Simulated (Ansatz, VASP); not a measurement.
# Two plane-wave programs on TaN

```xyz
4
Lattice="2.9218 0.0000 0.0000 -1.4609 2.5303 0.0000 0.0000 0.0000 5.9165" Properties=species:S:1:pos:R:3 pbc="T T T"
Ta    0.0000    0.0000    2.9583
Ta    0.0000    0.0000    0.0000
N     0.0000    1.6869    1.4791
N     1.4609    0.8434    4.4374
```

The cell comes from a database or a generator and needn't be the stable form of this composition.

Alike in both runs: task relaxation of cell and atoms; functional LDA; k mesh 10 × 10 × 5; occupations fermi-dirac, width 0.05 eV; no spin polarisation.

```csv
,VASP,Ansatz
version,VASP 6.6.1,Ansatz 0.2.0
potentials or method,"VASP PAW LDA potentials, release 64 (Ta_pv, N)",Ansatz PAW
plane-wave cutoff (eV),600,420
valence electrons in the cell,32,36
```

VASP gave:

```
gap on the k mesh at the Fermi level, each at its own relaxed structure (eV) : none
relaxed volume (Å³/atom)                                                     : 10.45
relaxed cell length with the largest relative difference (Å)                 : 2.878
energy change over the relaxation (meV/atom)                                 : -24
```

Task: What did Ansatz give for the same quantities?

Result: gap on the k mesh at the Fermi level, each at its own relaxed structure (eV): none; relaxed volume (Å³/atom): 10.40; relaxed cell length with the largest relative difference (Å): 2.873; energy change over the relaxation (meV/atom): -30.

A gap of «none» marks a metal or a gap that the smearing closes. The two sets of potentials don't hold the same shells in valence.

Caveats: the plane-wave basis is chosen anew once the cell has moved, so the energies of steps on either side of that aren't comparable (Ansatz); the pressure holds a Pulay correction of +0.6 GPa for the finite cutoff (Ansatz); the PAW data sets come from PBE, with cores solved anew for the run's functional, which leaves a small shift of forces and pressure (Ansatz). Spin-orbit coupling is left out, which matters for the levels of Ta.
